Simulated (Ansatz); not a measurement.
Crystal: La.

```
La
1.0
     3.77000    0.00000    0.00000
    -1.88500    3.26492    0.00000
     0.00000    0.00000   12.15900
La
4
Direct
  0.66667 0.33333 0.25000
  0.33333 0.66667 0.75000
  0.00000 0.00000 0.50000
  0.00000 0.00000 0.00000
```

| Property | Result |
| --- | --- |
| Program | Ansatz 0.2.0 |
| Task | relaxation of cell and atoms |
| Functional | BLYP |
| Potentials or basis | Ansatz PAW |
| Cutoff | 420 eV (not typed: the program's choice for these potentials) |
| k mesh | 8 × 8 × 3 |
| Occupations | fermi-dirac, width 0.05 eV |
| Spin | no spin polarisation |

At the start: volume 37.42 Å³/atom.

Task: How do energy, volume and symmetry change on relaxing?

Result: It ends after 4 steps and the volume is 39.88 Å³/atom (+6.6 %); space group P6_3/mmc (No. 194, to 0.05 Å).

Step by step:
```tsv
step	energy change (eV)	largest force (eV/Å)	volume (Å³)
1	0.0000	0.0000	149.66
2	-0.0508	0.0000	157.45
3	-0.0532	0.0000	159.52
4	-0.0537	0.0000	159.52
```

Final structure:
```
La
1.0
     3.85175    0.00000    0.00000
    -1.92587    3.33571    0.00000
     0.00000    0.00000   12.41553
La
4
Direct
  0.66667 0.33333 0.25000
  0.33333 0.66667 0.75000
  0.00000 0.00000 0.50000
  0.00000 0.00000 0.00000
```

Caveat: the plane-wave basis is chosen anew once the cell has moved, so the energies of steps on either side of that aren't comparable; the PAW data sets come from PBE, with cores solved anew for the run's functional, which leaves a small shift of forces and pressure.
